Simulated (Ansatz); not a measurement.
Results of BLYP in Ansatz (plane waves, PAW) for L1₀ (CuAu-type) CoPt.

Settings: plane-wave cutoff 520 eV, 20×20×16 k mesh (along the axes of the cell as run), Fermi–Dirac smearing 0.05 eV, spin-polarised with parallel moments, scalar-relativistic PAW data made under PBE.

Response to compression and expansion:

Shape and atoms are relaxed at each volume.

```json
[
 {"V (Å³/atom)": "13.718", "P (GPa)": "8.24", "moment (μB per cell of 2 atoms)": "2.24", "c (Å)": "3.738", "a (Å)": "2.709"},
 {"V (Å³/atom)": "14.003", "P (GPa)": "3.88", "moment (μB per cell of 2 atoms)": "2.26", "c (Å)": "3.769", "a (Å)": "2.726"},
 {"V (Å³/atom)": "14.289", "P (GPa)": "0.00", "moment (μB per cell of 2 atoms)": "2.28", "c (Å)": "3.798", "a (Å)": "2.743"},
 {"V (Å³/atom)": "14.575", "P (GPa)": "-3.43", "moment (μB per cell of 2 atoms)": "2.30", "c (Å)": "3.827", "a (Å)": "2.760"},
 {"V (Å³/atom)": "14.861", "P (GPa)": "-6.45", "moment (μB per cell of 2 atoms)": "2.32", "c (Å)": "3.857", "a (Å)": "2.776"}
]
```

Note: the bulk modulus comes from volumes at which shape and atoms were relaxed.

Ansatz is a first-principles code.
